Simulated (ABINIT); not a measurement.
Crystal: Hf.

```
Hf
1.0
     0.00000    2.22000    2.22000
     2.22000    0.00000    2.22000
     2.22000    2.22000    0.00000
Hf
1
Direct
  0.00000 0.00000 0.00000
```

This isn't the form of Hf at room conditions, which is hcp.

```yaml
Program: ABINIT 10.8.3 (patched build)
Task: single point
Functional: PBE
Potentials_or_basis: JTH PAW PBE v2.0
Cutoff: 517 eV
k_mesh: 10 × 10 × 10
Occupations: fermi-dirac, width 0.05 eV
Spin: no spin polarisation
```

On this cell: pressure 3.0 GPa; band gap on the k mesh none (metal or under the smearing width).

The same run follows on a disturbed copy (cell strained at random at fixed volume):

```
CELL_PARAMETERS angstrom
-0.04347 2.20748 2.21336
2.16276 -0.04267 2.21256
2.17201 2.21592 -0.05192
ATOMIC_POSITIONS crystal
Hf 0.00193 0.98878 0.99658
```

Problem. What changes?

Solution. The energy (extrapolated to zero smearing) moves by +8.7 meV/atom; pressure 3.1 GPa; band gap on the k mesh none (metal or under the smearing width).

Stress tensor (GPa, compression positive):
```
3.77 1.29 1.81
1.29 2.83 1.66
1.81 1.66 2.68
```
